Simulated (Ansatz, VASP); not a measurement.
## One calculation of WC (Qusongite), two programs

```
W C
1.0
     2.88043    0.00000    0.00000
    -1.44022    2.49453    0.00000
     0.00000    0.00000    2.81116
W C
1 1
Direct
  0.00000 0.00000 0.00000
  0.66667 0.33333 0.50000
```

Alike in both runs: task single point; functional PBE; k mesh 11 × 11 × 9; no spin polarisation.

|  | VASP | Ansatz |
| --- | --- | --- |
| version | VASP 6.6.1 | Ansatz 0.2.0 |
| potentials or method | VASP PAW PBE potentials, release 64 (W_sv, C) | plane waves, PAW |
| plane-wave cutoff (eV) | 520 | 500 |
| occupations | methfessel-paxton of order 1, width 0.1 eV | cold, width 0.1 eV |
| valence electrons in the cell | 18 | 18 |

Ansatz gave:

* pressure (GPa): 17.2
* largest component of the traceless stress (GPa): 0.22

Q: What did VASP give for the same quantities?

A: Pressure (GPa): 18.5; largest component of the traceless stress (GPa): 0.45.

Ansatz warned: «stress_scf_threshold_loose».

Caveats: so large a pressure means that the cell lies far from this level's equilibrium, or that cutoff or potentials fall short (VASP). Spin-orbit coupling is left out, which matters for the levels of W.
